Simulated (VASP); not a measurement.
The system is HfO2.

```
Hf O
1.0
     4.81353    0.00000    0.00000
     0.00000    4.81353    0.00000
     0.00000    0.00000    3.20542
Hf O
2 4
Direct
  0.50000 0.50000 0.50000
  0.00000 0.00000 0.00000
  0.80504 0.19496 0.50000
  0.69496 0.69496 0.00000
  0.30504 0.30504 0.00000
  0.19496 0.80504 0.50000
```

Measurements of this composition are mostly on another form, of space group No. 14.

```yaml
Program: VASP 6.6.1
Task: relaxation of cell and atoms
Functional: BLYP
Dispersion: D3(BJ)
Potentials_or_basis: VASP PAW PBE potentials, release 64 (Hf_pv, O)
Cutoff: 600 eV
k_mesh: 6 × 6 × 8
Occupations: fermi-dirac, width 0.05 eV
Spin: no spin polarisation
```

At the start: pressure 5.0 GPa; volume 12.38 Å³/atom.

How do energy, volume and symmetry change on relaxing?

Over 5 steps the energy falls by 4.2 meV/atom and the volume is 12.64 Å³/atom (+2.1 %); space group P4_2/mnm (No. 136, to 0.05 Å).

The path:
```csv
step,energy change (eV),largest force (eV/Å),pressure (GPa),volume (Å³)
1,0.0000,0.1162,5.02,74.27
2,0.0427,0.1964,-7.40,78.52
3,-0.0248,0.0156,-0.02,75.84
4,-0.0248,0.0132,0.08,75.81
5,-0.0250,0.0106,0.01,75.86
```

Final structure:
```cif
data_structure
_symmetry_space_group_name_H-M 'P 1'
_symmetry_Int_Tables_number 1
_cell_length_a 4.8477
_cell_length_b 4.8477
_cell_length_c 3.2281
_cell_angle_alpha 90.000
_cell_angle_beta 90.000
_cell_angle_gamma 90.000
_cell_volume 75.86
loop_
_atom_site_label
_atom_site_type_symbol
_atom_site_fract_x
_atom_site_fract_y
_atom_site_fract_z
_atom_site_occupancy
Hf1 Hf 0.50000 0.50000 0.50000 1
Hf2 Hf 0.00000 0.00000 0.00000 1
O1 O 0.80482 0.19518 0.50000 1
O2 O 0.69518 0.69518 0.00000 1
O3 O 0.30482 0.30482 0.00000 1
O4 O 0.19518 0.80482 0.50000 1
```

Caveat: the PAW data sets were made with another functional, which shifts forces and pressure a little.
